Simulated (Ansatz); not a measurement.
CrO₂ in the CdI2-type structure

Computed with Ansatz (plane waves, PAW, 420 eV cutoff): PBEsol, scalar-relativistic, collinear spin, Γ-centred 12×12×6 mesh, 0.05 eV Gaussian smearing; PAW files: Ansatz's generated set soft_2.

Space group P-3m1 (No. 164). a = 2.857 Å, b = 2.857 Å, c = 4.871 Å, α = 90.00°, β = 90.00°, γ = 120.00°
| atom | site | symmetry | x | y | z |
| --- | --- | --- | --- | --- | --- |
| Cr | 1a | -3m. | 0.0000 | 0.0000 | 0.0000 |
| O | 2d | 3m. | 0.3333 | 0.6667 | 0.1939 |

The start was a prototype's sites filled with these elements. The Crystallography Open Database lists the compound in space group P42/mnm, so this is a trial structure.

Magnetic state: ferromagnetic, site spin moments Cr 1.70 μB.

Task: Which orbitals carry the states at the Fermi level, and how many states are there?

Result: Within 0.1 eV of it: Cr 3d 66 %, O 2p 32 % (shares among the projected shells). The density of states at the Fermi level is about 1.5 states/eV per cell, averaged over 0.3 eV.

Density of states (tetrahedra, averaged over 0.5 eV; states/eV per cell of 3 atoms; energy in eV from the Fermi level; projections on Löwdin-orthogonalised atomic orbitals, summed over sites):

```
    E  total  O 2p  Cr 3d down  Cr 3d up  O 2s  Cr 4s
-7.10   0.30  0.18        0.00      0.10  0.00   0.01
-6.60   1.20  0.77        0.09      0.29  0.02   0.02
-6.10   2.69  1.75        0.27      0.58  0.03   0.03
-5.60   3.18  2.10        0.42      0.55  0.05   0.03
-5.10   2.66  1.89        0.37      0.27  0.07   0.03
-4.60   2.13  1.60        0.25      0.19  0.04   0.03
-4.10   2.37  1.69        0.12      0.44  0.05   0.03
-3.60   3.30  2.52        0.32      0.31  0.08   0.02
-3.10   1.59  1.30        0.11      0.13  0.02   0.00
-2.60   1.83  1.63        0.06      0.10  0.02   0.00
-2.10   1.80  1.68        0.03      0.05  0.01   0.00
-1.60   0.95  0.92        0.01      0.02  0.00   0.00
-1.10   0.40  0.06        0.00      0.34  0.00   0.00
-0.60   2.33  0.44        0.00      1.81  0.02   0.02
-0.10   1.75  0.49        0.00      1.20  0.01   0.02
 0.40   1.32  0.49        0.00      0.78  0.00   0.01
 0.90   0.53  0.10        0.30      0.11  0.00   0.00
 1.40   2.05  0.27        1.72      0.00  0.02   0.01
 1.90   2.72  0.37        2.30      0.00  0.00   0.02
 2.40   1.00  0.24        0.65      0.06  0.01   0.01
 2.90   2.27  0.74        0.00      1.29  0.17   0.00
 3.40   1.57  0.68        0.01      0.83  0.02   0.00
 3.90   2.24  0.57        1.39      0.03  0.17   0.00
 4.40   1.80  0.63        1.10      0.00  0.03   0.00
 4.90   0.01  0.01        0.01      0.00  0.00   0.00
 5.40   0.00  0.00        0.00      0.00  0.00   0.00
 5.90   0.00  0.00        0.00      0.00  0.00   0.00
```

Site moments are of spin, integrated over atomic spheres. The structure is built of weakly bound layers, and this functional has no dispersion term, so their spacing and all that hangs on it (volume, the soft elastic constants, low modes, dielectric constants) are poorly given. Compounds of this kind are often insulators, Mott or charge-transfer ones with an open 3d shell, so the metal found may come from the functional, which lacks a U or exact exchange, or from the structure. No antiparallel order was tried.
